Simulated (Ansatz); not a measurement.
## Si: relaxation of the atoms with PBEsol

Si:

```
Si
1.0
     2.60606    0.00816    0.01811
    -1.29596    2.29203   -0.00172
     0.01705    0.00797    2.45144
Si
1
Direct
  0.07397 0.03431 0.01844
```

The cell isn't the ideal one: cell strained at random at fixed volume.

| Item | Value |
| --- | --- |
| Program | Ansatz 0.2.0 |
| Task | relaxation of the atoms |
| Functional | PBEsol |
| Potentials or basis | all-electron LAPW, scalar-relativistic |
| Basis error allowed | 0.001 eV/atom |
| k mesh | 12 × 12 × 11 |
| Occupations | fermi-dirac, width 0.1 eV |
| Spin | no spin polarisation |

```json
{"Pressure after relaxing": "0.8 GPa"}
```

Stress tensor (GPa, compression positive):
```
-0.43  0.09 -0.99
 0.09 -1.44 -0.54
-0.99 -0.54  4.13
```

Final structure:
```cif
data_structure
_symmetry_space_group_name_H-M 'P 1'
_symmetry_Int_Tables_number 1
_cell_length_a 2.6061
_cell_length_b 2.6330
_cell_length_c 2.4515
_cell_angle_alpha 90.071
_cell_angle_beta 89.203
_cell_angle_gamma 119.305
_cell_volume 14.67
loop_
_atom_site_label
_atom_site_type_symbol
_atom_site_fract_x
_atom_site_fract_y
_atom_site_fract_z
_atom_site_occupancy
Si1 Si 0.07396 0.03431 0.01844 1
```

Wall time 15 s on 1 thread of Intel(R) Xeon(R) Processor @ 2.70GHz, with other jobs on the host, peak memory 0.44 GiB.

Caveat: the relaxation stopped at its first step, so nothing moved.
